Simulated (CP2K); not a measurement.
# Ti (Fm-3m) in CP2K: a series of runs

Aim: see how the results for Ti move with the level of theory and the settings. Levels: PBE, PW91, revPBE, AM05. Tasks: single point.

Program: CP2K 2026.2. These are calculated values, not measurements. Logs are shortened: lines on timing, memory, paths and dates and some standing lists are left out, and cuts for length are marked.

**1. The structure**

Symmetry: Fm-3m, No. 225, cubic system. The conventional cell has a = 4.060 Å, b = 4.060 Å, c = 4.060 Å, α = 90.00°, β = 90.00°, γ = 90.00°. Ti (site symmetry m-3m) has 12 Ti at 2.87 Å as nearest neighbours.

This isn't the form of Ti at room conditions, which is hcp.

**2. Single point, PBE**

The input, ti_scf.inp:

```
&GLOBAL
  PROJECT ti_scf
  RUN_TYPE ENERGY_FORCE
  PRINT_LEVEL LOW
&END GLOBAL
&FORCE_EVAL
  METHOD QS
  STRESS_TENSOR ANALYTICAL
  &DFT
    BASIS_SET_FILE_NAME BASIS_MOLOPT_UZH
    POTENTIAL_FILE_NAME POTENTIAL_UZH
    &MGRID
      CUTOFF 675
      REL_CUTOFF 60
      NGRIDS 4
    &END MGRID
    &QS
      METHOD GPW
      EPS_DEFAULT 1.0E-10
    &END QS
    &KPOINTS
      SCHEME MONKHORST-PACK 11 11 11
      GAMMA_CENTERED T
      SYMMETRY T
      SYMMETRY_BACKEND SPGLIB
    &END KPOINTS
    &SCF
      SCF_GUESS ATOMIC
      EPS_SCF 1.0E-6
      MAX_SCF 100
      ADDED_MOS 11
      CHOLESKY OFF
      EPS_EIGVAL 1.0E-7
      &DIAGONALIZATION ON
        ALGORITHM STANDARD
      &END DIAGONALIZATION
      &MIXING ON
        METHOD BROYDEN_MIXING
        ALPHA 0.4
        BETA 1.5
        NBUFFER 8
      &END MIXING
      &SMEAR ON
        METHOD FERMI_DIRAC
        ELECTRONIC_TEMPERATURE 580.23
      &END SMEAR
    &END SCF
    &XC
      &XC_FUNCTIONAL PBE
      &END XC_FUNCTIONAL
    &END XC
    &PRINT
      &KPOINTS ON
      &END KPOINTS
      &MULLIKEN ON
      &END MULLIKEN
      &MO ON
        ENERGIES T
        OCCUPATION_NUMBERS T
        &EACH
          QS_SCF 0
        &END EACH
        ADD_LAST NUMERIC
      &END MO
      &LOWDIN ON
      &END LOWDIN
      &HIRSHFELD ON
        SHAPE_FUNCTION DENSITY
      &END HIRSHFELD
    &END PRINT
  &END DFT
  &SUBSYS
    &CELL
      A 2.8708535316 0.0000000000 0.0000000000
      B 1.4354267658 2.4862320889 0.0000000000
      C 1.4354267658 0.8287440296 2.3440420929
      PERIODIC XYZ
    &END CELL
    &COORD
      SCALED
      Ti  0.0000000000 0.0000000000 0.0000000000
    &END COORD
    &KIND Ti
      BASIS_SET TZVP-MOLOPT-PBE-GTH-q12
      POTENTIAL GTH-PBE-q12
    &END KIND
    &PRINT
      &ATOMIC_COORDINATES ON
      &END ATOMIC_COORDINATES
      &CELL ON
      &END CELL
    &END PRINT
  &END SUBSYS
  &PRINT
    &FORCES ON
    &END FORCES
    &STRESS_TENSOR ON
    &END STRESS_TENSOR
  &END PRINT
&END FORCE_EVAL
```

Potentials or basis: POTENTIAL_UZH Ti GTH-PBE-q12; TZVP-MOLOPT-PBE-GTH basis.

On the command line:

```sh
OMP_NUM_THREADS=1 cp2k.psmp -i ti_scf.inp -o ti_scf.out
```

ti_scf.out:

```text

 CP2K| version string:                                       CP2K version 2026.2
 CP2K| Input file name                                                ti_scf.inp

 GLOBAL| Force Environment number                                              1
 GLOBAL| Basis set file name                                    BASIS_MOLOPT_UZH
 GLOBAL| Potential file name                                       POTENTIAL_UZH
 GLOBAL| MM Potential file name                                     MM_POTENTIAL
 GLOBAL| Coordinate file name                                      __STD_INPUT__
 GLOBAL| Method name                                                        CP2K
 GLOBAL| Project name                                                     ti_scf
 GLOBAL| Run type                                                   ENERGY_FORCE
 GLOBAL| FFT library                                                       FFTW3
[... 6 lines left out ...]
 GLOBAL| Total number of message passing processes                             1
 GLOBAL| Number of threads for this process                                    1
 GLOBAL| CPU model name                                                  UNKNOWN

 CELL| Volume [angstrom^3]:                                            16.730854
 CELL| Vector a [angstrom]:       2.871     0.000     0.000   |a| =     2.870854
 CELL| Vector b [angstrom]:       1.435     2.486     0.000   |b| =     2.870854
 CELL| Vector c [angstrom]:       1.435     0.829     2.344   |c| =     2.870854
 CELL| Angle (b,c), alpha [degree]:                                    60.000000
 CELL| Angle (a,c), beta  [degree]:                                    60.000000
 CELL| Angle (a,b), gamma [degree]:                                    60.000000
 CELL| Numerically orthorhombic:                                              NO
 CELL| Periodicity                                                           XYZ

 CELL_REF| Volume [angstrom^3]:                                        16.730854
 CELL_REF| Vector a [angstrom     2.871     0.000     0.000   |a| =     2.870854
 CELL_REF| Vector b [angstrom     1.435     2.486     0.000   |b| =     2.870854
 CELL_REF| Vector c [angstrom     1.435     0.829     2.344   |c| =     2.870854
 CELL_REF| Angle (b,c), alpha [degree]:                                60.000000
 CELL_REF| Angle (a,c), beta  [degree]:                                60.000000
 CELL_REF| Angle (a,b), gamma [degree]:                                60.000000
 CELL_REF| Numerically orthorhombic:                                          NO
 CELL_REF| Periodicity                                                       XYZ
[... 9 lines left out ...]
 TOTAL NUMBERS AND MAXIMUM NUMBERS

  Total number of            - Atomic kinds:                                   1
                             - Atoms:                                          1
                             - Shell sets:                                     1
                             - Shells:                                        11
                             - Primitive Cartesian functions:                  6
                             - Cartesian basis functions:                     41
                             - Spherical basis functions:                     35

  Maximum angular momentum of- Orbital basis functions:                        3
                             - Local part of the GTH pseudopotential:          2
                             - Non-local part of the GTH pseudopotential:      3

 MODULE QUICKSTEP: ATOMIC COORDINATES IN ANGSTROM

   Atom Kind Element         X             Y             Z       Z(eff)     Mass
      1    1 Ti   22      0.000000      0.000000      0.000000  12.0000  47.8670

 SCF PARAMETERS         Density guess:                                    ATOMIC
                        --------------------------------------------------------
                        max_scf:                                             100
[... 7 lines left out ...]
                        --------------------------------------------------------
                        level_shift [a.u.]:                             0.000000
                        added MOs                                        11    0
                        --------------------------------------------------------
                        Mixing method:                            BROYDEN_MIXING
                                                charge density mixing in g-space
                        --------------------------------------------------------
                        Smear method:                                FERMI_DIRAC
                        Electronic temperature [K]:                        580.2
                        Electronic temperature [a.u.]:                  1.84E-03
                        Accuracy threshold:                             1.00E-10
                        --------------------------------------------------------
                        No outer SCF

 *******************************************************************************
                                    Kpoints
 *******************************************************************************
 BRILLOUIN| K-point scheme                                        Monkhorst-Pack
 BRILLOUIN| K-Point grid                                            11   11   11
 BRILLOUIN| Gamma-centered k-point mesh                                     ON
 BRILLOUIN| K-point symmetry accuracy                               0.100000E-05
 BRILLOUIN| K-Point point group symmetrization                                ON
 BRILLOUIN| Symmetry backend                                             SPGLIB
 BRILLOUIN| Symmetry reduction method                                    SPGLIB
 BRILLOUIN| Wavefunction type                                            COMPLEX
 BRILLOUIN| List of Kpoints [2 Pi/Bohr]                                       56
 BRILLOUIN| Number           Weight            X              Y              Z
 BRILLOUIN|     1           0.00601       -0.45455       -0.45455       -0.45455
 BRILLOUIN|     2           0.01803       -0.45455       -0.45455       -0.36364
 BRILLOUIN|     3           0.01803       -0.45455       -0.45455       -0.27273
 BRILLOUIN|     4           0.01803       -0.45455       -0.45455       -0.18182
 BRILLOUIN|     5           0.01803       -0.45455       -0.45455       -0.09091
 BRILLOUIN|     6           0.00451       -0.45455       -0.45455        0.00000
[... 32 lines left out ...]
 BRILLOUIN|    39           0.01803       -0.36364       -0.27273       -0.27273
 BRILLOUIN|    40           0.03606       -0.36364       -0.27273       -0.18182
 [... further k-points ...]
 *******************************************************************************

 Extrapolation method: initial_guess

 Number of electrons:                                                         12
 Number of occupied orbitals:                                                  6
 Number of molecular orbitals:                                                17

 Number of orbital functions:                                                 35
 Number of independent orbital functions:                                     35

 SCF WAVEFUNCTION OPTIMIZATION

  Step     Update method      Time    Convergence         Total energy    Change
  ------------------------------------------------------------------------------
     1 NoMix/Diag. 0.40E+00    9.2     1.04337756       -58.4872774153 -5.85E+01
     2 Broy./Diag. 0.40E+00    6.6     0.07416810       -58.7322770925 -2.45E-01
     3 Broy./Diag. 0.40E+00    6.0     0.06322184       -58.2944673984  4.38E-01
     4 Broy./Diag. 0.40E+00    6.1     0.03586339       -58.0575818446  2.37E-01
     5 Broy./Diag. 0.40E+00    6.0     0.00037995       -58.0680584297 -1.05E-02
     6 Broy./Diag. 0.40E+00    6.0     0.00203986       -58.0633563027  4.70E-03
     7 Broy./Diag. 0.40E+00    5.9     0.00013456       -58.0639585078 -6.02E-04
     8 Broy./Diag. 0.40E+00    6.2     0.00004580       -58.0637217118  2.37E-04
     9 Broy./Diag. 0.40E+00    6.4     0.00000389       -58.0638929254 -1.71E-04
    10 Broy./Diag. 0.40E+00    6.1     0.00000527       -58.0639008397 -7.91E-06
    11 Broy./Diag. 0.40E+00    6.0     0.00000192       -58.0639100401 -9.20E-06
    12 Broy./Diag. 0.40E+00    6.0     0.00000021       -58.0639101955 -1.55E-07

  *** SCF run converged in    12 steps ***

  Electronic density on regular grids:        -11.9999999990        0.0000000010
  Core density on regular grids:               11.9999999995       -0.0000000005
  Total charge density on r-space grids:        0.0000000005
  Total charge density g-space grids:           0.0000000005

  Overlap energy of the core charge distribution:               0.00000000000000
  Self energy of the core charge distribution:               -106.62609833636455
  Core Hamiltonian energy:                                     27.18580663203867
  Hartree energy:                                              28.71120717721318
  Exchange-correlation energy:                                 -7.33443763552064
  Electronic entropic energy:                                  -0.00038803277814
  Fermi energy:                                                 0.41542352333586

  Total energy:                                               -58.06391019547080
  Total energy (extrapolated to T->0):                        -58.06371617908172

 MO| EIGENVALUES AND OCCUPATION NUMBERS FOR K POINT 1
 MO|
 MO|  Index      Eigenvalue [a.u.]        Eigenvalue [eV]             Occupation
 MO|      1              -1.658684             -45.135081               2.000000
 MO|      2              -0.803203             -21.856279               2.000000
 MO|      3              -0.779197             -21.203040               2.000000
 MO|      4              -0.779197             -21.203040               2.000000
 MO|      5               0.315621               8.588480               2.000000
 MO|      6               0.439683              11.964378               0.000004
[... 9 lines left out ...]
 MO|     16               1.266250              34.456408               0.000000
 MO|     17               1.498730              40.782529               0.000000
 MO| Sum:                                                              10.000004
 MO| E(Fermi):            0.415424 a.u.         11.304249 eV
[... 277 lines left out ...]
 MO| EIGENVALUES AND OCCUPATION NUMBERS FOR K POINT 14
 MO|
 MO|  Index      Eigenvalue [a.u.]        Eigenvalue [eV]             Occupation
 MO|      1              -1.658527             -45.130820               2.000000
 MO|      2              -0.796409             -21.671396               2.000000
 MO|      3              -0.784796             -21.355373               2.000000
 MO|      4              -0.781464             -21.264709               2.000000
 MO|      5               0.327875               8.921926               2.000000
 MO|      6               0.383659              10.439898               2.000000
[... 9 lines left out ...]
 MO|     16               1.433458              39.006369               0.000000
 MO|     17               1.586582              43.173094               0.000000
 MO| Sum:                                                              12.002628
 MO| E(Fermi):            0.415424 a.u.         11.304249 eV

 [... the levels of further k-points ...]

 !-----------------------------------------------------------------------------!
                     Mulliken Population Analysis

 #  Atom  Element  Kind  Atomic population                           Net charge
       1     Ti       1         12.000000                             -0.000000
 # Total charge                             12.000000                 -0.000000

 !-----------------------------------------------------------------------------!

 !-----------------------------------------------------------------------------!
                           Hirshfeld Charges

  #Atom  Element  Kind  Ref Charge     Population                    Net charge
      1       Ti     1      12.000         12.000                        -0.000

  Total Charge                                                           -0.000
 !-----------------------------------------------------------------------------!

 LOWDIN POPULATION ANALYSIS

 #  Atom  Element  Kind  Atomic population                           Net charge
       1     Ti       1         12.000000                             -0.000000
 # Total charge                             12.000000                 -0.000000

 ENERGY| Total FORCE_EVAL ( QS ) energy [hartree]            -58.063910128790475

 FORCES| Atomic forces [hartree/bohr]
 FORCES|   Atom     x               y               z               |f|
 FORCES|      1  1.19244700E-14 -7.96966382E-16 -8.41917223E-15   1.46188441E-14
 FORCES| Sum     1.19244700E-14 -7.96966382E-16 -8.41917223E-15
 FORCES| Total atomic force                                       1.46188441E-14

 STRESS| Analytical stress tensor [bar]
 STRESS|                        x                   y                   z
 STRESS|      x        4.25294013985E+04  -3.17787613350E-02  -2.37812328731E-02
 STRESS|      y       -3.17787613350E-02   4.25295488884E+04   8.70618831420E-03
 STRESS|      z       -2.37812328731E-02   8.70618831420E-03   4.25294584620E+04
 STRESS| 1/3 Trace                                             4.25294695829E+04
 STRESS| Determinant                                           7.69254240561E+13

 STRESS| Eigenvectors and eigenvalues of the analytical stress tensor [bar]
 STRESS|                        1                   2                   3
 STRESS| Eigenvalues   4.25293881480E+04   4.25294633050E+04   4.25295572958E+04
 STRESS|      x           0.939732653205     -0.263447046135     -0.217940804766
 STRESS|      y           0.169710358125     -0.193953007866      0.966219760243
 STRESS|      z           0.296818016375      0.944975070900      0.137554282132
```

It took 89 s on 1 thread of Arm Neoverse V2, shared host; peak memory 0.29 GiB.

What came out:

* Free energy: -1579.9993 eV
* Pressure: 4.3 GPa
* Band gap on the k mesh: none (metal or under the smearing width)

Caveat: the basis of atomic orbitals isn't converged, which shifts pressures, moduli and gaps.

**3. Single point, PW91**

Edit ti_scf.inp of step 2 so:

```diff
@@ -48,3 +48,7 @@
     &XC
-      &XC_FUNCTIONAL PBE
+      &XC_FUNCTIONAL
+        &GGA_X_PW91
+        &END GGA_X_PW91
+        &GGA_C_PW91
+        &END GGA_C_PW91
       &END XC_FUNCTIONAL
```

Potentials or basis: POTENTIAL_UZH Ti GTH-PBE-q12; TZVP-MOLOPT-PBE-GTH basis.

On the command line:

```sh
OMP_NUM_THREADS=1 cp2k.psmp -i ti_scf.inp -o ti_scf.out
```

It took 92 s on 1 thread of Arm Neoverse V2, shared host; peak memory 0.29 GiB.

The run converged. Its results:

```yaml
Free_energy: -1580.9479 eV
Pressure: 3.6 GPa
Band_gap_on_the_k_mesh: none (metal or under the smearing width)
```

Levels at points of the mesh, in eV from the Fermi level:
```
           k point  band 3  band 4  band 5  band 6  band 7  band 8  band 9  band 10
(0.00, 0.00, 0.00)  -32.42  -32.42   -6.13    0.87    0.87    0.87    2.61     2.61
```

Caveat: the potentials were made for another functional, which shifts forces and pressure; the basis of atomic orbitals isn't converged, which shifts pressures, moduli and gaps.

**4. Single point, revPBE**

Edit ti_scf.inp of step 3 so:

```diff
@@ -49,6 +49,6 @@
       &XC_FUNCTIONAL
-        &GGA_X_PW91
-        &END GGA_X_PW91
-        &GGA_C_PW91
-        &END GGA_C_PW91
+        &GGA_X_PBE_R
+        &END GGA_X_PBE_R
+        &GGA_C_PBE
+        &END GGA_C_PBE
       &END XC_FUNCTIONAL
```

On the command line:

```sh
OMP_NUM_THREADS=1 cp2k.psmp -i ti_scf.inp -o ti_scf.out
```

Wall time 91 s (1 thread of Arm Neoverse V2, shared host); peak memory 0.29 GiB.

It converged, with:

- Free energy: -1580.5711 eV
- Pressure: 6.6 GPa
- Band gap on the k mesh: none (metal or under the smearing width)

Levels at points of the mesh, in eV from the Fermi level:
```
           k point  band 4  band 5  band 6  band 7  band 8  band 9
(0.00, 0.00, 0.00)  -32.47   -6.16    0.90    0.90    0.90    2.64
```

Caveat: the potentials were made for another functional, which shifts forces and pressure; the basis of atomic orbitals isn't converged, which shifts pressures, moduli and gaps.

**5. Single point, AM05**

Edit ti_scf.inp of step 4 so:

```diff
@@ -49,6 +49,6 @@
       &XC_FUNCTIONAL
-        &GGA_X_PBE_R
-        &END GGA_X_PBE_R
-        &GGA_C_PBE
-        &END GGA_C_PBE
+        &GGA_X_AM05
+        &END GGA_X_AM05
+        &GGA_C_AM05
+        &END GGA_C_AM05
       &END XC_FUNCTIONAL
```

On the command line:

```sh
OMP_NUM_THREADS=1 cp2k.psmp -i ti_scf.inp -o ti_scf.out
```

It took 90 s on 1 thread of Arm Neoverse V2, shared host; peak memory 0.31 GiB.

It converged, with:

```yaml
Free_energy: -1576.2294 eV
Pressure: 0.0 GPa
Band_gap_on_the_k_mesh: none (metal or under the smearing width)
```

Levels at points of the mesh, in eV from the Fermi level:
| k point | band 2 | band 3 | band 4 | band 5 | band 6 | band 7 | band 8 | band 9 | band 10 | band 11 |
| --- | --- | --- | --- | --- | --- | --- | --- | --- | --- | --- |
| (0.00, 0.00, 0.00) | -32.24 | -32.24 | -32.24 | -6.21 | 0.92 | 0.92 | 0.92 | 2.65 | 2.65 | 17.02 |

Caveat: the potentials were made for another functional, which shifts forces and pressure; the basis of atomic orbitals isn't converged, which shifts pressures, moduli and gaps.

**6. Overview**

```tsv
level	gap on the mesh (eV)	pressure (GPa)
PBE	none	4.3
PW91	none	3.6
revPBE	none	6.6
AM05	none	0.0
```

Alike in all rows: task single point; potentials or basis POTENTIAL_UZH Ti GTH-PBE-q12; TZVP-MOLOPT-PBE-GTH basis; no spin polarisation; cell as given; k mesh 11 × 11 × 11; smearing fermi-dirac 0.05 eV.

Caveats: the basis of atomic orbitals isn't converged, which shifts pressures, moduli and gaps; the potentials were made for another functional, which shifts forces and pressure (some runs).

Total energies depend on the potentials used, so only differences within one code and one set of settings carry meaning.
